A mesh of $N_1\times N_2\times N_3$ k points describes a crystal that closes on itself after $N_1$, $N_2$ and $N_3$ cells along its three edges. In the β-quartz cell, with edges of about 5.1 Å in the plane and 5.5 Å along $c$, the 1x1x1 mesh lets an electron meet its own periodic copy after a single cell. The 3x3x1 mesh stretches this repeat to 15 Å in the plane but leaves it at 5.5 Å along $c$. The 3x3x2 mesh doubles the short one to 11 Å. These lengths, more than the number of points, govern the error.

Error from the k-point mesh for SiO2 (P6_422, 9-atom cell, a = 5.061 Å, c = 5.541 Å) at fixed atoms, against a 6×6×6 mesh. Calculated with Ansatz 0.2.0 using PBE, scalar-relativistic plane-wave PAW, no spin polarisation, a 420 eV cutoff, 0.02 eV Gaussian smearing and Γ-centred meshes. Energies are taken at zero smearing, and pressure is positive in compression.

```csv
k mesh,energy less reference (meV/atom),pressure less reference (GPa),largest force change (eV/Å),irreducible k points,gap on mesh (eV)
1x1x1,106,-0.746,0.64,1,5.877
3x3x1,-5.82,-0.155,0.0282,3,5.785
3x3x2,-0.014,0,6e-05,6,5.724
3x3x4,-0.015,0.001,0.00028,9,5.724
6x6x4,0.002,0,3e-05,21,5.722
```

To see why, let $\varepsilon(\mathbf k)$ be the energy of all occupied bands at the point $\mathbf k$, for a given potential. It is periodic, so it can be written as a sum of waves, one for each lattice vector $\mathbf R$, with strengths $\varepsilon_{\mathbf R}$. The exact energy is the average over all $\mathbf k$, which is the term $\mathbf R=0$. A mesh average also retains every wave that has the same phase at all mesh points:

$$E_{\text{mesh}}-E=\sum_{\mathbf R\neq 0}\varepsilon_{\mathbf R},\qquad \mathbf R=n_1N_1\mathbf a_1+n_2N_2\mathbf a_2+n_3N_3\mathbf a_3 ,$$

where $\mathbf a_1,\mathbf a_2,\mathbf a_3$ are the cell edges and $n_1,n_2,n_3$ are whole numbers. In a self-consistent run the density and potential also respond to the mesh, but this response alters the total energy only to second order.

Two limits show what this means. If the atoms were so far apart that no electron could pass between them, the bands would be flat and one point would be exact. In a real insulator electrons do reach their neighbours, but a gap separates filled from empty states everywhere in the zone. The occupied-band energy is then a smooth function of $\mathbf k$, and theory gives strengths $\varepsilon_{\mathbf R}$ that die off exponentially with distance. A metal lacks this protection, because its occupation breaks off at the Fermi surface.

The sum also leaves room for the change of sign. Its terms can be positive or negative, so a coarse mesh may lie on either side of the converged energy. Going from 1x1x1 to 3x3x1 removes the short in-plane repeats and lowers the energy by 112 meV/atom, which carries it 5.8 meV/atom below the reference. A second division along $c$ then brings it back up. The 3x3x1 crystal has therefore not found a better electronic state; it still carries the error of its short repeat along $c$.

How fast that last error disappears can be tested against a simple alternative. An ordinary integration rule, whose error falls with the square of the spacing, would leave a quarter of it when the divisions along $c$ are doubled: $-5.82/4\approx-1.5$ meV/atom. The calculation leaves $-0.014$ meV/atom, about a hundred times less. Even this hardly changes when the divisions along $c$ are doubled again, so most of it probably comes from the in-plane repeat and not from $c$. The inverse-square rule thus fails badly here, as it should for a smooth periodic function. A single doubling cannot tell an exponential from a steep power law, so the exponential form rests on the theory of insulators.

From 3x3x2 onwards the energies agree with the reference to within 0.015 meV/atom, too closely for the differences to matter in practice. The force change of 3x3x4 is just as harmless, though it is several times that of 3x3x2. Both meshes have the same in-plane repeat, but the force on oxygen is slightly too large with 3x3x4 and slightly too small with 3x3x2. In 3x3x2 an opposite error from the repeat along $c$ therefore probably more than cancels the in-plane one. For this cell, six irreducible points already do the work for energy, pressure and forces. A cell with longer edges reaches the same repeat lengths with fewer divisions.

Pressure needs more care, because it is an average over directions. With one k point the stress, counted positive in compression, is too high by 0.58 GPa along each in-plane axis and too low by 3.40 GPa along $c$. The average, $(2\times0.58-3.40)/3\approx-0.75$ GPa, looks much milder than the error along $c$. Anyone relaxing the shape of the cell would feel the separate stresses, not their mean.

The gap converges by a different route, since it depends on two single states and not on a sum over the zone. The lowest empty state lies at the zone centre, Γ, which every one of these meshes contains. The highest filled state found in the reference lies at M, the middle of a side face of the zone, which a mesh with one or three in-plane divisions skips. The 3x3x2 and 3x3x4 meshes do contain A, the middle of the top face, where the highest filled state is only 2 meV lower. The 3x3x1 mesh has neither point, and its gap is too wide. With A included the gaps are almost right, and further divisions along $c$ bring no gain.

The 1x1x1 gap contains a second error that hides part of the first. In the reference the gap at Γ itself is at least 5.91 eV, yet the one-point run gives 5.88 eV there, because its electron density is different. That density narrows the gap while the overlooked filled states widen it, and the net result is 0.16 eV too large. Even the reference mesh can miss a band edge that lies between its points, so its 5.72 eV is an upper limit to the PBE gap of this cell. PBE itself underestimates the gap of silica by far more than any mesh error in the table.

The output below lists the repeat lengths, the energy steps, the inverse-square estimate, which takes only the 3x3x1 error as input, and the errors in stress, force and band edges.

Numerical output:

```
Repeat lengths that the mesh stands for:
    row  in plane (angstrom)  along c (angstrom)  points in full mesh
  1x1x1                5.061               5.541                    1
  3x3x1                15.18               5.541                    9
  3x3x2                15.18               11.08                   18
  3x3x4                15.18               22.16                   36
  6x6x4                30.37               22.16                  144
Energy change from 1x1x1 to 3x3x1 (meV/atom): -111.8
Energy change from 3x3x1 to 3x3x2 (meV/atom): 5.806
Inverse-square estimate of the error of 3x3x2 (meV/atom): -1.455
Computed error of 3x3x2 (meV/atom): -0.014
Factor by which the error shrinks from 3x3x1 to 3x3x2: 415.7
Largest size of energy error in the last three rows (meV/atom): 0.015
Stress and force errors:
    row  stress in plane (GPa)  stress along c (GPa)  force change (% of reference force)
  1x1x1                  0.579                -3.396                                258.4
  3x3x1               -0.01115               -0.4421                                11.39
  3x3x2              -0.000692              0.001391                              0.02423
  3x3x4               0.000974                -3e-06                               0.1131
  6x6x4               0.000253               -0.0007                              0.01211
Band edges less reference:
    row  valence maximum (meV)  conduction minimum (meV)  gap (meV)
  1x1x1                 -139.9                     15.29      155.2
  3x3x1                 -69.33                    -6.664      62.67
  3x3x2                 -2.165                     0.075       2.24
  3x3x4                 -2.245                     0.024      2.269
  6x6x4                   0.01                     0.007     -0.003
Smallest direct gap of reference less gap of 1x1x1 (meV): 32.74
Smallest direct gap less smallest gap in reference (meV): 187.8
```
